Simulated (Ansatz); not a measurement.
# Ta6HN6: the cost of one run

Computed with Ansatz 0.2.0 (DFT PBE+D3(BJ), scalar-relativistic, plane waves, PAW, unless a step's input says otherwise).

3 further runs of the same task are left out: 3 set aside as unsound or not needed.

**1. The structure to begin with**

Symmetry: Pmm2, No. 25, orthorhombic system. Conventional cell: a = 2.881 Å, b = 2.929 Å, c = 21.918 Å, α = 90.00°, β = 90.00°, γ = 90.00°. N (site symmetry mm2) is surrounded by 4 Ta at 2.22 Å. Ta (site symmetry mm2) is surrounded by 6 N at 2.22 Å. Around N (site symmetry mm2) lie 6 Ta at 2.22 to 2.23 Å. Ta (site symmetry mm2) has 6 N at 2.22 to 2.23 Å in its first shell of neighbours. Around Ta (site symmetry mm2) lie 4 N at 2.23 Å.

As a file:

```
CELL_PARAMETERS angstrom
5.76159 0.00000 0.00000
0.00000 5.85703 0.00000
0.00000 0.00000 21.91772
ATOMIC_POSITIONS crystal
N 0.00000 0.75000 0.36500
N 0.00000 0.25000 0.36500
N 0.50000 0.75000 0.36500
N 0.50000 0.25000 0.36500
Ta 0.25000 0.00000 0.40357
Ta 0.25000 0.50000 0.40357
Ta 0.75000 0.00000 0.40357
Ta 0.75000 0.50000 0.40357
N 0.00000 0.50000 0.48071
N 0.00000 0.00000 0.48071
N 0.50000 0.50000 0.48071
N 0.50000 0.00000 0.48071
Ta 0.25000 0.75000 0.52071
Ta 0.25000 0.25000 0.52071
Ta 0.75000 0.75000 0.52071
Ta 0.75000 0.25000 0.52071
N 0.00000 0.25000 0.59777
N 0.00000 0.75000 0.59777
N 0.50000 0.25000 0.59777
N 0.50000 0.75000 0.59777
Ta 0.25000 0.50000 0.63722
Ta 0.25000 0.00000 0.63722
Ta 0.75000 0.50000 0.63722
Ta 0.75000 0.00000 0.63722
```

Miller indices refer to the conventional cell of the relaxed bulk, P-6m2 (No. 187): a = 2.929 Å, b = 2.929 Å, c = 2.881 Å, α = 90.00°, β = 90.00°, γ = 120.00°.

This (100) slab, 5.9 Å thick as cut, with 16 Å of vacuum, in a 2×2 surface cell; its outer planes are Ta (top) and N (bottom), was relaxed beforehand with its lower half held: -123817.4559 eV, work function 5.41 eV (top face), 6.29 eV (bottom face), dipole along +c 0.164 e·Å per cell.

**2. H2, upright, over a hollow (nearest Ta) site**

Contents of input.yaml:

```yaml
crystal:
  lattice:
    - [5.7615861975, 0.0, 0.0]
    - [0.0, 5.8570264689, 0.0]
    - [0.0, 0.0, 24.6677226648]
  atoms:
    - { symbol: "N", position: [0.0, 0.75, 0.3243104404] }
    - { symbol: "N", position: [0.0, 0.25, 0.3243104404] }
    - { symbol: "N", position: [0.5, 0.75, 0.3243104404] }
    - { symbol: "N", position: [0.5, 0.25, 0.3243104404] }
    - { symbol: Ta, position: [0.25, 0.0, 0.3585814983] }
    - { symbol: Ta, position: [0.25, 0.5, 0.3585814983] }
    - { symbol: Ta, position: [0.75, 0.0, 0.3585814983] }
    - { symbol: Ta, position: [0.75, 0.5, 0.3585814983] }
    - { symbol: "N", position: [0.0, 0.5, 0.4271236141] }
    - { symbol: "N", position: [0.0, 0.0, 0.4271236141] }
    - { symbol: "N", position: [0.5, 0.5, 0.4271236141] }
    - { symbol: "N", position: [0.5, 0.0, 0.4271236141] }
    - { symbol: Ta, position: [0.25, 0.75, 0.4626567718] }
    - { symbol: Ta, position: [0.25, 0.25, 0.4626567718] }
    - { symbol: Ta, position: [0.75, 0.75, 0.4626567718] }
    - { symbol: Ta, position: [0.75, 0.25, 0.4626567718] }
    - { symbol: "N", position: [0.0, 0.25, 0.5311302675] }
    - { symbol: "N", position: [0.0, 0.75, 0.5311302675] }
    - { symbol: "N", position: [0.5, 0.25, 0.5311302675] }
    - { symbol: "N", position: [0.5, 0.75, 0.5311302675] }
    - { symbol: Ta, position: [0.25, 0.5, 0.5661776436] }
    - { symbol: Ta, position: [0.25, 0.0, 0.5661776436] }
    - { symbol: Ta, position: [0.75, 0.5, 0.5661776436] }
    - { symbol: Ta, position: [0.75, 0.0, 0.5661776436] }
    - { symbol: H, position: [0.0, 0.0, 0.6642815518] }
    - { symbol: H, position: [0.0, 0.0, 0.6946856556] }
basis:
  ecutwfc: 420
kpoints:
  mp_grid: { grid: [3, 3, 1] }
hamiltonian:
  xc: pbe
  dispersion: d3bj
scf:
  occupations: { method: gaussian, width: 0.1 }
output:
  forces: true
  eigenvalues: true
relax:
  adjacent_minimum: "off"
  f_tol: 0.04
  max_steps: 100
  constraints: [{ sites: [0, 1, 2, 3, 4, 5, 6, 7, 8, 9, 10, 11] }]
efield:
  axis: 3
  dipole_correction: true
  ramp_width: 0.04
```

The run is started by

```sh
ansatz run input.yaml --threads 4 --pin off --max-ram 10240MiB --backend cpu --events-out ev --progress --plain --runs-dir out
```

Q: Estimate wall time and peak memory on 4 threads of Arm Neoverse V2, shared host.

About 2.1 min, with a peak of 2.1 GiB.
